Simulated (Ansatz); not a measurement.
# Relaxing B (alpha)

**What was measured.** From “The Effects of Chemical Bonding at Subatomic Resolution: A Case Study on α-Boron”, 2021, pmc:8303496, for a bulk crystal of B at 90 K: lattice constant a 4.9085 ± 0.0002 Å; lattice constant c 12.5697 ± 0.0005 Å.

Level of theory: DFT, PBEsol, scalar-relativistic, no spin polarisation; plane waves to 420 eV with PAW datasets (Ansatz 0.2.0), Γ-centred 8×8×8 mesh, 0.05 eV Gaussian smearing. The datasets are Ansatz's generated set soft_2.

Starting cell:

```cif
data_structure
_symmetry_space_group_name_H-M 'P 1'
_symmetry_Int_Tables_number 1
_cell_length_a 5.0570
_cell_length_b 5.0570
_cell_length_c 5.0570
_cell_angle_alpha 58.060
_cell_angle_beta 58.060
_cell_angle_gamma 58.060
_cell_volume 87.38
loop_
_atom_site_label
_atom_site_type_symbol
_atom_site_fract_x
_atom_site_fract_y
_atom_site_fract_z
_atom_site_occupancy
B1 B 0.01040 0.65729 0.01040 1
B2 B 0.01040 0.01040 0.65729 1
B3 B 0.65729 0.01040 0.01040 1
B4 B 0.98960 0.34271 0.98960 1
B5 B 0.98960 0.98960 0.34271 1
B6 B 0.34271 0.98960 0.98960 1
B7 B 0.22060 0.63230 0.22060 1
B8 B 0.22060 0.22060 0.63230 1
B9 B 0.63230 0.22060 0.22060 1
B10 B 0.77940 0.36770 0.77940 1
B11 B 0.77940 0.77940 0.36770 1
B12 B 0.36770 0.77940 0.77940 1
```

The runs in order:

```
run   level  k-mesh                    kind  V (Å³/atom)  P (GPa)  E − E(final) (meV/atom)  gap on the mesh (eV)
  1  PBEsol   8×8×8  cell and atoms relaxed         7.15      0.0                      0.0                  1.34
```

The final structure (symmetry read at 0.01 Å). Symmetry: R-3m, No. 166, trigonal system. Conventional cell: a = 4.876 Å, b = 4.876 Å, c = 12.500 Å, α = 90.00°, β = 90.00°, γ = 120.00°. B (site symmetry m) has 6 B at 1.67 to 1.79 Å as nearest neighbours. B (site symmetry m) has 7 B at 1.77 to 1.99 Å as nearest neighbours. (Neighbours are counted to 15 % beyond the shortest distance.)

- At the final geometry the gap, band path included, is 1.34 eV.

**Why it comes out so.**

Within 0.6 eV of the edges the projected states are 100 % B 2p at the top of the valence band and 83 % B 2p at the bottom of the conduction band. 

**Against experiment.** A measured lattice constant a of B is 4.9085 Å (90 K; “The Effects of Chemical Bonding at Subatomic Resolution: A Case Study on α-Boron”, 2021, pmc:8303496); the calculated 4.876 Å misses it by -0.7 %. 2 values of this kind are on record (4.9085 to 4.9168 Å); this one was drawn at random, those with a stated uncertainty first. Measured lattice constant c of B: 12.5697 Å (90 K; “The Effects of Chemical Bonding at Subatomic Resolution: A Case Study on α-Boron”, 2021, pmc:8303496). This calculation gives 12.500 Å (-0.6 %). 2 values of this kind are on record (12.5697 to 12.5927 Å); this one was drawn at random, those with a stated uncertainty first. The calculation is for a static lattice, without zero-point motion or thermal expansion.

Kohn–Sham gaps of semilocal functionals lie under measured ones, often by a third or more.
